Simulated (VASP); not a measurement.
# SH2 in VASP: a series of runs

One molecule, SH2, is run at these levels: PBE+D4, PBE+D3(BJ), HSE06+D3(BJ); tasks: single point.

All numbers are computed with VASP 6.6.1; they aren't measurements. Logs are shortened: lines on timing, memory, paths and dates and some standing lists are left out, and cuts for length are marked.

## 1. The structure

The cell holds a molecule in a box, 3 atoms: a = 12.326 Å, b = 12.826 Å, c = 13.326 Å, α = 90.00°, β = 90.00°, γ = 90.00°.

## 2. Single point, PBE+D4

File INCAR:

```
SYSTEM = H2S
PREC = Accurate
ENCUT = 400
EDIFF = 1E-6
ISMEAR = 0
SIGMA = 0.01
LREAL = .FALSE.
LASPH = .TRUE.
NELM = 100
ALGO = Normal
ISIF = 2
LWAVE = .FALSE.
LCHARG = .FALSE.
GGA = PE
IVDW = 13
NBANDS = 11
ISYM = 0
```

File KPOINTS:

```
regular mesh
0
G
  1 1 1
  0 0 0
```

File POSCAR:

```
H2S                                     
1.0
   12.3255669104      0.0000000000      0.0000000000
    0.0000000000     12.8255669104      0.0000000000
    0.0000000000      0.0000000000     13.3255669104
  S               H             
     1     2
Selective dynamics
Direct
     0.5240426748000004    0.5082814983000006    0.4599902109999974   F   F   F
     0.5102518241523043    0.4295442893792950    0.5260118629908058   T   T   T
     0.4639902196553888    0.5735585309224360    0.5168398112876869   T   T   T
```

Potentials or basis: VASP PAW PBE potentials, release 64 (S, H).

Launch:

```bash
$ cat potpaw_PBE.64/S/POTCAR potpaw_PBE.64/H/POTCAR > POTCAR
$ mpirun -np 4 vasp_gam > vasp.out
```

OUTCAR:

```text
SYSTEM = H2S
   PREC = Accurate
   ENCUT = 400
   EDIFF = 1E-6
   ISMEAR = 0
   LREAL = .FALSE.
   LASPH = .TRUE.
   NELM = 100
   ISIF = 2
   GGA = PE
   IVDW = 13
   ISYM = 0

 ion  position               nearest neighbor table
   1  0.524  0.508  0.460-   3 1.35   2 1.35
   2  0.510  0.430  0.526-   1 1.35
   3  0.464  0.574  0.517-   1 1.35

IMPORTANT INFORMATION: All symmetrisations will be switched off!
NOSYMM: (Re-)initialisation of all symmetry stuff for point group C_1.

----------------------------------------------------------------------------------------

                                     Primitive cell

  volume of cell :    2106.5374

  direct lattice vectors                    reciprocal lattice vectors
    12.325566910  0.000000000  0.000000000     0.081132171  0.000000000  0.000000000
     0.000000000 12.825566910  0.000000000     0.000000000  0.077969263  0.000000000
     0.000000000  0.000000000 13.325566910     0.000000000  0.000000000  0.075043712

  length of vectors
    12.325566910 12.825566910 13.325566910     0.081132171  0.077969263  0.075043712

  position of ions in fractional coordinates (direct lattice)
     0.524042675  0.508281498  0.459990211
     0.510251824  0.429544289  0.526011863
     0.463990220  0.573558531  0.516839811

  ion indices of the primitive-cell ions
   primitive index   ion index
                 1           1
                 2           2
                 3           3

----------------------------------------------------------------------------------------

 KPOINTS: regular mesh

Automatic generation of k-mesh.
 Grid dimensions read from file:
 generate k-points for:    1    1    1

 Generating k-lattice:

  Cartesian coordinates                     Fractional coordinates (reciprocal lattice)
     0.081132171  0.000000000  0.000000000     1.000000000  0.000000000  0.000000000
     0.000000000  0.077969263  0.000000000     0.000000000  1.000000000  0.000000000
     0.000000000  0.000000000  0.075043712     0.000000000  0.000000000  1.000000000

  Length of vectors
     0.081132171  0.077969263  0.075043712

  Shift w.r.t. Gamma in fractional coordinates (k-lattice)
     0.000000000  0.000000000  0.000000000

 Subroutine IBZKPT returns following result:
 ===========================================

 Found      1 irreducible k-points:

 Following reciprocal coordinates:
            Coordinates               Weight
  0.000000  0.000000  0.000000      1.000000
   k-points           NKPTS =      1   k-points in BZ     NKDIM =      1   number of bands    NBANDS=     12
   number of dos      NEDOS =    301   number of ions     NIONS =      3
   total plane-waves  NPLWV = 604800
   dimension x,y,z NGX =    80 NGY =   84 NGZ =   90
   dimension x,y,z NGXF=   160 NGYF=  168 NGZF=  180
   ions per type =               1   2
   NGX,Y,Z   is equivalent  to a cutoff of  10.79, 10.89, 11.23 a.u.
   NGXF,Y,Z  is equivalent  to a cutoff of  21.58, 21.78, 22.46 a.u.
 SYSTEM =  H2S
   PREC   = accura    normal or accurate (medium, high low for compatibility)
   ISTART =      0    job   : 0-new  1-cont  2-samecut
   ICHARG =      2    charge: 1-file 2-atom 10-const
   ISPIN  =      1    spin polarized calculation?
   LNONCOLLINEAR =      F non collinear calculations
   LSORBIT =      F    spin-orbit coupling
   LASPH  =      T    aspherical Exc in radial PAW
   ENCUT  =  400.0 eV  29.40 Ry    5.42 a.u.  20.10 20.92 21.73*2*pi/ulx,y,z
   NELM   =    100;   NELMIN=  2; NELMDL= -5     # of ELM steps
   EDIFF  = 0.1E-05   stopping-criterion for ELM
   LREAL  =      F    real-space projection
   EDIFFG = 0.1E-04   stopping-criterion for IOM
   NSW    =      0    number of steps for IOM
   IBRION =     -1    ionic relax: 0-MD 1-quasi-New 2-CG
   NFREE  =      0    steps in history (QN), initial steepest desc. (CG)
   ISIF   =      2    stress and relaxation
   ISYM   =      0    0-nonsym 1-usesym 2-fastsym
   POTIM  = 0.5000    time-step for ionic-motion
   TEBEG  =    0.0;   TEEND  =   0.0 temperature during run
   PSTRESS=    0.0 pullay stress
   NELECT =       8.0000    total number of electrons
   NUPDOWN=      -1.0000    fix difference up-down
   EMIN   =  10.00;   EMAX   =-10.00  energy-range for DOS
   EFERMI =   0.00;   METHOD = LEGACY
   ISMEAR =     0;   SIGMA  =   0.01  broadening in eV -4-tet -1-fermi 0-gaus
   EFERMI_NEDOS =   21; number of points for ismear=-14 and -15
   IALGO  =     38    algorithm
   IMIX   =      4    mixing-type and parameters
     AMIX     =   0.40;   BMIX     =  1.00
     AMIX_MAG =   1.60;   BMIX_MAG =  1.00
  volume/ion in A,a.u.               =     702.18      4738.54
  Fermi-wavevector in a.u.,A,eV,Ry     =   0.255416  0.482667  0.887609  0.065237
  Thomas-Fermi vector in A             =   1.077651
   LORBIT       =      0    0 simple, 1 ext, 2 COOP (PROOUT), +10 PAW based schemes
   GGA     = PE    functional components
   LHFCALC =     F    Hartree Fock is set to
   AEXX    =    0.0000 exact exchange contribution
   IVDW    =    13    specifies the selected vdW correction
   LEPSILON=     F    determine dielectric tensor
   LRPA    =     F    only Hartree local field effects (RPA)
 non-spin polarized calculation
 Gauss-broadening in eV      SIGMA  =   0.01
  energy-cutoff  :      400.00
  volume of cell :     2106.54
 maximum number of plane-waves:     19124
   NGX = 41   NGY = 41   NGZ = 43

 number of electron       7.9999999 magnetization

 Free energy of the ion-electron system (eV)
  ---------------------------------------------------
  ext. energy  EPLUGINS =         0.00000000
  ---------------------------------------------------
  free energy    TOTEN  =       -11.20410630 eV

  energy without entropy =      -11.20410630  energy(sigma->0) =      -11.20410630

 E-fermi :  -6.1415     XC(G=0):  -0.4062

 val. band max:       -6.1877062467   @ k =   0.0000   0.0000   0.0000
 cond. band min:      -0.8165226572   @ k =   0.0000   0.0000   0.0000
 fundamental gap:      5.3711835895
 Fermi energy:        -6.1415044873

 k-point     1 :       0.0000    0.0000    0.0000
  band No.  band energies     occupation
      1     -18.4047      2.00000
      2     -10.8215      2.00000
      3      -9.0038      2.00000
      4      -6.1877      2.00000
      5      -0.8165      0.00000
      6      -0.5601      0.00000
      7       0.2788      0.00000
      8       0.5879      0.00000
      9       0.6152      0.00000
     10       0.7497      0.00000
     11       0.7886      0.00000
     12       0.8317      0.00000

------------------------ aborting loop because EDIFF is reached ----------------------------------------

  DFT-D4 for vdW energy calculation

  Edisp (eV):   -0.01518

  FORCE on cell =-STRESS in cart. coord.  units (eV):
  Direction    XX          YY          ZZ          XY          YZ          ZX
  --------------------------------------------------------------------------------------
  -------------------------------------------------------------------------------------
  Total      -0.12585    -0.13504    -0.12895     0.00293     0.00112     0.00195
  in kB      -0.09572    -0.10270    -0.09808     0.00223     0.00085     0.00148
  external pressure =       -0.10 kB  Pullay stress =        0.00 kB

 VOLUME and BASIS-vectors are now :
 -----------------------------------------------------------------------------
  energy-cutoff  :      400.00
  volume of cell :     2106.54
      direct lattice vectors                 reciprocal lattice vectors
    12.325566910  0.000000000  0.000000000     0.081132171  0.000000000  0.000000000
     0.000000000 12.825566910  0.000000000     0.000000000  0.077969263  0.000000000
     0.000000000  0.000000000 13.325566910     0.000000000  0.000000000  0.075043712

 POSITION                                       TOTAL-FORCE (eV/Angst)
 -----------------------------------------------------------------------------------
      6.45912      6.51900      6.12963        -0.004719     -0.001233      0.009353
      6.28914      5.50915      7.00941        -0.000570      0.010587     -0.005245
      5.71894      7.35621      6.88718         0.005289     -0.009354     -0.004108
 -----------------------------------------------------------------------------------
    total drift:                                0.000173      0.000174     -0.000124

  FREE ENERGIE OF THE ION-ELECTRON SYSTEM (eV)
  ---------------------------------------------------
  free  energy   TOTEN  =       -11.2192837480 eV

  energy  without entropy=      -11.2192837480  energy(sigma->0) =      -11.21928375
```

It took 55 s on 4 MPI ranks of Intel Xeon Platinum 8375C at 2.90GHz (Ice Lake), shared host; peak memory 0.38 GiB.

Results:

| Quantity | Value |
| --- | --- |
| Free energy | -11.2193 eV |
| Largest force | 0.012 eV/Å |
| Gap between the frontier levels | 5.37 eV |
| Dispersion energy per atom | -0.005 eV |

Forces in eV/Å, atoms in the order of the input:
```
S   -0.005 -0.001  0.009
H   -0.001  0.011 -0.005
H    0.005 -0.009 -0.004
```

Levels at points of the mesh, in eV from the valence-band top:
| k point | band 1 | band 2 | band 3 | band 4 | band 5 | band 6 | band 7 | band 8 | band 9 |
| --- | --- | --- | --- | --- | --- | --- | --- | --- | --- |
| (0.00, 0.00, 0.00) | -12.22 | -4.63 | -2.82 | 0.00 | 5.37 | 5.63 | 6.47 | 6.78 | 6.80 |

As with any semilocal functional, this PBE gap is likely too small.

## 3. Single point, PBE+D3(BJ)

Edit INCAR of step 2 so:

```diff
@@ -2,3 +2,3 @@
 PREC = Accurate
-ENCUT = 400
+ENCUT = 520
 EDIFF = 1E-6
@@ -14,3 +14,3 @@
 GGA = PE
-IVDW = 13
+IVDW = 12
 NBANDS = 11
```

KPOINTS is that of step 2.

POSCAR is that of step 2.

Potentials or basis: VASP PAW PBE potentials, release 64 (S, H).

Launch:

```bash
$ cat potpaw_PBE.64/S/POTCAR potpaw_PBE.64/H/POTCAR > POTCAR
$ mpirun -np 4 vasp_gam > vasp.out
```

Wall time 80 s (4 MPI ranks of Intel Xeon Platinum 8375C at 2.90GHz (Ice Lake), shared host); peak memory 0.52 GiB.

It converged, with:

```
Free energy                     : -11.2340 eV
Largest force                   : 0.047 eV/Å
Gap between the frontier levels : 5.37 eV
Dispersion energy per atom      : -0.007 eV
```

Forces in eV/Å, atoms in the order of the input:
```
S   -0.023 -0.004  0.041
H    0.004  0.028 -0.022
H    0.019 -0.024 -0.019
```

Levels at points of the mesh, in eV from the valence-band top:
```tsv
k point	band 1	band 2	band 3	band 4	band 5	band 6	band 7	band 8
(0.00, 0.00, 0.00)	-12.22	-4.64	-2.82	0.00	5.37	5.63	6.47	6.78
```

## 4. Single point, PBE+D3(BJ)

Edit INCAR of step 3 so:

```diff
@@ -2,3 +2,3 @@
 PREC = Accurate
-ENCUT = 520
+ENCUT = 250
 EDIFF = 1E-6
```

KPOINTS is that of step 3.

POSCAR is that of step 3.

Launch:

```bash
$ cat potpaw_PBE.64/S/POTCAR potpaw_PBE.64/H/POTCAR > POTCAR
$ mpirun -np 4 vasp_gam > vasp.out
```

Wall time 24 s (4 MPI ranks of Intel Xeon Platinum 8375C at 2.90GHz (Ice Lake), shared host); peak memory 0.26 GiB.

The run converged, but a check on its numbers failed (symmetry, net force, bounds or a known fault of this set-up), so they aren't taken as properties of the molecule.

Caveat: the cutoff lies under the usual one of these potentials, so the numbers hold a large basis-set error.

(Part 1 of 2 ends here.)
